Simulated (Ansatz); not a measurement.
Crystal: Si2Mo.

```
CELL_PARAMETERS angstrom
-1.60000 1.60000 3.93050
1.60000 -1.60000 3.93050
1.60000 1.60000 -3.93050
ATOMIC_POSITIONS crystal
Mo 0.00000 0.00000 0.00000
Si 0.66700 0.66700 0.00000
Si 0.33300 0.33300 0.00000
```

Base run:

| Property | Result |
| --- | --- |
| Program | Ansatz 0.2.0 |
| Functional | PBE |
| Potentials or basis | Ansatz PAW |
| Cutoff | 420 eV (not typed: the program's choice for these potentials) |
| k mesh | 12 × 12 × 12 |
| Occupations | fermi-dirac, width 0.05 eV |
| Spin | no spin polarisation |
| Hubbard terms | Mo d U = 5 eV |

Its results: band gap on the k mesh none (metal or under the smearing width); pressure 1.2 GPa; largest force 0.619 eV/Å.

**Question.** The run is repeated on the same cell with these changes: hubbard terms from Mo d U = 5 eV to Mo d U = 2 eV. What comes out?

**Answer.** Band gap on the k mesh none (metal or under the smearing width); pressure 1.7 GPa; largest force 0.406 eV/Å.

Caveats: U without spin polarisation on a metal has little footing; the U is typed as a test and isn't derived for this compound; the density of states is complete only up to the lowest level of the last band computed.
